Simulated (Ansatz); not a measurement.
Runs of Ansatz 0.2.0 on AgCl (Chlorargyrite). The structure is cubic, space group Fm-3m (No. 225). The conventional cell has a = 5.470 Å, b = 5.470 Å, c = 5.470 Å, α = 90.00°, β = 90.00°, γ = 90.00°. Around Ag (site symmetry m-3m) lie 6 Cl at 2.73 Å. Cl (site symmetry m-3m) is surrounded by 6 Ag at 2.73 Å. 

```csv
task,level,potentials or basis,U,cell,cutoff (eV),gap on the mesh (eV),pressure (GPa)
band structure,PBEsol,"all-electron LAPW, non-relativistic",-,as given,217,(b),1.5
relaxation of cell and atoms,PBEsol,"all-electron LAPW, scalar-relativistic",-,relaxed to 20 GPa,-,(c),20.0
density of states,PBEsol+U,"all-electron LAPW, scalar-relativistic",Ag d U = 2 eV,as given,217,1.15,-0.2
density of states,PBEsol+U,"all-electron LAPW, scalar-relativistic",Ag d U = 8 eV,as given,217,1.94,1.0
density of states,PBEsol+U,"all-electron LAPW, scalar-relativistic",Ag d U = 6 eV,as given,217,1.74,(a)
```

Alike in all rows: no spin polarisation; k mesh 8 × 8 × 8; smearing fermi-dirac 0.05 eV; basis error allowed 0.001 eV/atom.

Q: Fill in the values left out.

A: (a) 0.6; (b) 1.49; (c) 0.85.

Caveats: U is the effective U less J, on atomic orbitals that reach past the spheres (some runs); relativity is left out, which matters for the heavier elements (some runs).

A k mesh can miss the band edges, and the runs leave out spin-orbit coupling on Ag.
